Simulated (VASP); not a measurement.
Input of a VASP 6.6.1 run:

INCAR

```
SYSTEM = Si
ALGO = Normal ; EDIFF = 1E-6
ENCUT = 520 ; ISIF = 2
ISMEAR = 0 ; LASPH = .TRUE.
LCHARG = .FALSE. ; LMIXTAU = .TRUE.
LREAL = .FALSE. ; LWAVE = .FALSE.
METAGGA = R2SCAN ; NBANDS = 16
NELM = 60 ; PREC = Accurate
SIGMA = 0.02
```

KPOINTS

```
k-points
0
G
  8 8 8
  0 0 0
```

Contents of POSCAR:

```
Si
1.0
   -3.3254442900      3.3254442900      1.9223856600
    3.3254442900     -3.3254442900      1.9223856600
    3.3254442900      3.3254442900     -1.9223856600
Si
4
Direct
    0.8211989400      0.1788010600      0.0000000000
    0.1788010600      0.8211989400      0.0000000000
    0.8211989400      0.8211989400      0.6423978800
    0.1788010600      0.1788010600      0.3576021200
```

Contents of KPOINTS_OPT:

```
path GXMGZPNZ1M,XP
15
line-mode
reciprocal
 0.0000000000  0.0000000000  0.0000000000  G
 0.0000000000  0.0000000000  0.5000000000  X

 0.0000000000  0.0000000000  0.5000000000  X
-0.5000000000  0.5000000000  0.5000000000  M

-0.5000000000  0.5000000000  0.5000000000  M
 0.0000000000  0.0000000000  0.0000000000  G

 0.0000000000  0.0000000000  0.0000000000  G
 0.3335452363  0.3335452363 -0.3335452363  Z

 0.3335452363  0.3335452363 -0.3335452363  Z
 0.2500000000  0.2500000000  0.2500000000  P

 0.2500000000  0.2500000000  0.2500000000  P
 0.0000000000  0.5000000000  0.0000000000  N

 0.0000000000  0.5000000000  0.0000000000  N
-0.3335452363  0.6664547637  0.3335452363  Z1

-0.3335452363  0.6664547637  0.3335452363  Z1
-0.5000000000  0.5000000000  0.5000000000  M

 0.0000000000  0.0000000000  0.5000000000  X
 0.2500000000  0.2500000000  0.2500000000  P
```

Potentials or basis: VASP PAW PBE potentials, release 64 (Si).

Launch:

```bash
$ cat potpaw_PBE.64/Si/POTCAR > POTCAR
$ mpirun -np 1 vasp_std > vasp.out
```

(1) What does it give for the band gap on the k mesh?

(2) Predict the band gap along the path.

(3) What does it give for the pressure?

Answers

(1) 0.46 eV, indirect (least direct gap 0.59 eV).

(2) 0.40 eV, indirect (least direct gap 0.59 eV).

(3) -0.1 GPa.

Caveat: the PAW data sets were made with another functional, which shifts forces and pressure a little.
